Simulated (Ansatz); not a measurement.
# (110) slab of zincblende MgTe, 15.9 Å thick as cut, bare faces

These are results of Ansatz 0.2.0, DFT, PBEsol, PAW, plane waves, not measurements.

Command:

```sh
ansatz run in.yaml --threads 8 --pin off --max-ram 118750MiB --runs-dir r --events-out ev --progress --plain --backend cuda --devices 0, --max-vram 170GiB
```

The input less its lattice and atoms:

```yaml
kpoints:
  mp_grid: { grid: [6, 4, 1] }
hamiltonian:
  xc: pbesol
scf:
  occupations: { method: fermi_dirac, width: 0.01 }
relax:
  f_tol: 0.03
  max_steps: 80
  escape_saddle: false
  adjacent_minimum: "off"
output:
  forces: true
  eigenvalues: true
  populations: true
```

Start:

```xyz
16
Lattice="3.2194 -3.2194 0.0000 0.0000 0.0000 6.4388 -20.4603 -20.4603 0.0000" Properties=species:S:1:pos:R:3 pbc="T T T"
Mg   -7.8341  -14.2532    6.4130
Mg   -1.3927   -7.8119    6.4176
Mg  -14.2313  -14.2687    0.0231
Mg   -7.7766   -7.8419    0.0047
Mg  -14.2645  -17.4547    3.2155
Mg   -7.8100  -11.0262    3.1984
Mg  -11.0321  -14.2761    3.2253
Mg   -4.5737   -7.7957    3.2044
Te  -12.6609  -19.0543    1.6150
Te   -6.2151  -12.6532    1.6000
Te  -12.6405  -12.6588    1.6216
Te   -6.1954   -6.2126    1.6201
Te  -12.6085  -15.8749    4.8524
Te   -6.2220   -9.4097    4.8320
Te   -9.4290  -12.6362    4.8150
Te   -2.9985   -6.2077    4.8429
```

Steps:

```csv
step,energy less the first (eV),largest force component (eV/Å)
start,0.000,0.605
1,-0.423,0.303
2,-0.631,0.183
3,-0.711,0.067
4,-0.724,0.028
```

A structure on the way, about -0.63 eV from the start:

```
Mg Te
1.0
     3.21941   -3.21941    0.00000
     0.00000    0.00000    6.43881
   -20.46030  -20.46030    0.00000
Mg Te
8 8
Direct
  0.99886 0.00025 0.53953
  0.99860 0.96269 0.23571
  0.00413 0.01856 0.69930
  0.00107 0.00353 0.38125
  0.49618 0.46436 0.76416
  0.49998 0.50005 0.46041
  0.50247 0.50435 0.61873
  0.50101 0.51685 0.30050
  0.99720 0.24706 0.78134
  0.00009 0.24960 0.46051
  0.00241 0.25354 0.61804
  0.00085 0.26427 0.30317
  0.50352 0.76581 0.69671
  0.50236 0.75234 0.38175
  0.49901 0.74997 0.53941
  0.49852 0.74532 0.21842
```

End:

```xyz
16
Lattice="3.2194 -3.2194 0.0000 0.0000 0.0000 6.4388 -20.4603 -20.4603 0.0000" Properties=species:S:1:pos:R:3 pbc="T T T"
Mg  -11.0559  -11.0594    0.0823
Mg   -4.9929   -4.9941    6.0304
Mg  -14.3338  -14.3369    0.1006
Mg   -4.6269  -11.0651    0.0747
Mg  -13.8538  -17.0742    2.8135
Mg   -7.7885  -11.0120    3.2998
Mg  -10.9990  -14.2227    3.2961
Mg   -4.5122   -7.7338    3.3181
Te  -16.0027  -16.0048    1.5240
Te   -9.4444   -9.4483    1.6918
Te  -12.6792  -12.6835    1.6732
Te   -6.2388   -6.2406    1.6964
Te  -12.6066  -15.8287    4.9178
Te   -6.1658   -9.3873    4.8905
Te   -9.3987  -12.6217    4.9130
Te   -2.8438   -6.0643    4.7401
```

The calculation finished and met its thresholds.

Time: 5.1 s of wall time on one NVIDIA GB200 with 8 processor threads, on a host shared with other runs; peak host memory 2 GiB.

(1) How much energy did the relaxation gain, and which atom moved most?

Answers

(1) 0.72 eV in 4 steps, from a start with small random displacements; atom 5 (Mg) moved 0.69 Å, the median atom 0.10 Å (drift of the whole cell removed).
